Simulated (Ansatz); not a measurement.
# TiC: the cost of one run

Program: Ansatz 0.2.0. Level of theory: DFT PBE, scalar-relativistic, plane waves, PAW. These are calculated values, not measurements.

1 further run of the same task is left out (set aside as unsound or not needed).

## 1. The system as given

Symmetry: Fm-3m, No. 225, cubic system. The conventional cell has a = 4.333 Å, b = 4.333 Å, c = 4.333 Å, α = 90.00°, β = 90.00°, γ = 90.00°. Around Ti (site symmetry m-3m) lie 6 C at 2.17 Å. C (site symmetry m-3m) has 6 Ti at 2.17 Å in its first shell of neighbours.

Coordinates:

```cif
data_structure
_symmetry_space_group_name_H-M 'P 1'
_symmetry_Int_Tables_number 1
_cell_length_a 3.0638
_cell_length_b 3.0638
_cell_length_c 3.0638
_cell_angle_alpha 60.000
_cell_angle_beta 60.000
_cell_angle_gamma 60.000
_cell_volume 20.34
loop_
_atom_site_label
_atom_site_type_symbol
_atom_site_fract_x
_atom_site_fract_y
_atom_site_fract_z
_atom_site_occupancy
Ti1 Ti 0.00000 0.00000 0.00000 1
C1 C 0.50000 0.50000 0.50000 1
```

It is the result of an earlier relaxation at this level (volume 10.17 Å³/atom; gap on the mesh: none (metal)).

## 2. Bulk reference on the slab's mesh

The input, input.yaml:

```yaml
crystal:
  lattice:
    - [3.0638392697, 0.0, 0.0]
    - [0.0, 3.0638392697, 0.0]
    - [1.5319196349, 1.5319196349, 2.1664615241]
  atoms:
    - { symbol: Ti, position: [0.0, 0.0, 0.0] }
    - { symbol: C, position: [0.5, 0.5, 0.0] }
basis:
  ecutwfc: 420
kpoints:
  mp_grid: { grid: [11, 11, 16] }
hamiltonian:
  xc: pbe
scf:
  occupations: { method: gaussian, width: 0.1 }
output:
  forces: true
  stress: true
  eigenvalues: true
```

Started as:

```
$ ansatz run input.yaml --threads 1 --pin off --max-ram 2560MiB --backend cpu --events-out ev --progress --plain --runs-dir out
```

**Question.** How long does this run take on 1 thread of Oxide Virtual Turin-like (Zen 5), shared host, and how much memory does it need?

About 6.9 s, with a peak of 0.45 GiB.
